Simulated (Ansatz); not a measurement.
As: band structure with LDA

The system is As.

```
CELL_PARAMETERS angstrom
1.88080 1.08588 3.51406
-1.88080 1.08588 3.51406
0.00000 -2.17176 3.51406
ATOMIC_POSITIONS crystal
As 0.22600 0.22600 0.22600
As 0.77400 0.77400 0.77400
```

```json
{
  "Program": "Ansatz 0.2.0",
  "Task": "band structure",
  "Functional": "LDA",
  "Potentials or basis": "Ansatz PAW",
  "Cutoff": "420 eV (not typed: the program's choice for these potentials)",
  "k mesh": "9 × 9 × 9",
  "Occupations": "fermi-dirac, width 0.05 eV",
  "Spin": "no spin polarisation",
  "Path": "[[\"G\", \"L\", \"B1\"], [\"B\", \"Z\", \"G\", \"X\"], [\"Q\", \"F\", \"P1\", \"Z\"], [\"L\", \"P\"]]",
  "Points for each segment of the path": "14"
}
```

```yaml
Pressure: -1.4 GPa
Largest_force: 0.261 eV/Å
Band_gap_on_the_k_mesh: none (metal or under the smearing width)
```

Forces in eV/Å, atoms in the order of the input:
```
As   0.000  0.000  0.261
As   0.000  0.000 -0.261
```

Stress tensor (GPa, compression positive):
```
-1.21  0.00  0.00
 0.00 -1.21  0.00
 0.00  0.00 -1.68
```

Levels at the corners of the path, in eV from the Fermi level:
| point | band 13 | band 14 | band 15 | band 16 | band 17 | band 18 |
| --- | --- | --- | --- | --- | --- | --- |
| Γ | -2.43 | -1.98 | -1.98 | 1.62 | 2.92 | 2.92 |
| L | -2.81 | -2.75 | -0.36 | -0.34 | 0.40 | 1.45 |
| B1 | -5.84 | -5.32 | -1.33 | 1.27 | 5.22 | 5.43 |
| B | -5.84 | -5.32 | -1.33 | 1.27 | 5.22 | 5.43 |
| Z | -1.72 | -1.72 | -0.69 | 0.82 | 0.82 | 1.86 |
| Γ | -2.43 | -1.98 | -1.98 | 1.62 | 2.92 | 2.92 |
| X | -6.11 | -3.49 | -3.49 | 3.24 | 3.31 | 5.42 |
| Q | -6.11 | -3.49 | -3.49 | 3.24 | 3.31 | 5.42 |
| F | -5.93 | -4.14 | -4.08 | 1.46 | 5.45 | 6.89 |
| P1 | -6.07 | -3.71 | -2.99 | 2.18 | 3.88 | 6.08 |
| Z | -1.72 | -1.72 | -0.69 | 0.82 | 0.82 | 1.86 |
| L | -2.81 | -2.75 | -0.36 | -0.34 | 0.40 | 1.45 |
| P | -6.07 | -3.71 | -2.99 | 2.18 | 3.88 | 6.08 |

Wall time 4.2 s on 2 threads of Arm Neoverse V1, with other jobs on the host, peak memory 0.34 GiB.

Caveat: the PAW data sets come from PBE, with cores solved anew for the run's functional, which leaves a small shift of forces and pressure.
